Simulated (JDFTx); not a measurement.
Runs of JDFTx 1.7.0 (patched build) on ZrC. The structure is cubic, space group Fm-3m (No. 225). Conventional cell: a = 4.730 Å, b = 4.730 Å, c = 4.730 Å, α = 90.00°, β = 90.00°, γ = 90.00°. Around Zr (site symmetry m-3m) lie 6 C at 2.37 Å. C (site symmetry m-3m) has 6 Zr at 2.37 Å as nearest neighbours. 

```tsv
task	level	cell	density cutoff over wavefunction cutoff	SCF threshold on the energy	further solve for the empty bands	gap on the mesh (eV)	pressure (GPa)	V0 of scaled cells (Å³/atom)	B0 (GPa)
single point	PBE	as given	4	1e-08 Ha	yes	none	-2.8	-	-
relaxation of cell and atoms	PBE+D2	relaxed	8	1e-09 Ha	no	none	0.0	-	-
equation of state	PBE	as given	4	1e-08 Ha	-	-	-	(b)	222
equation of state	RPBE	as given	8	1e-09 Ha	-	-	-	13.22	(a)
single point	PBE	atoms moved at random, drawn with an rms of 0.05 Å	4	1e-08 Ha	yes	none	-2.6	-	-
```

Alike in all rows: potentials or basis PseudoDojo-SR-PBE-0.5-standard; no spin polarisation; k mesh 10 × 10 × 10; cutoff (eV) 1116; smearing fermi-dirac 0.05 eV.

Fill in the values left out.

(a) 213; (b) 13.06.

Caveats: pairwise dispersion overbinds metals, which lowers pressure and volume (some runs); the potentials were made for another functional, which shifts forces and pressure (some runs).

A k mesh can miss the band edges, and the runs leave out spin-orbit coupling on Zr.

A gap of «none» marks a metal or a gap under the smearing width.
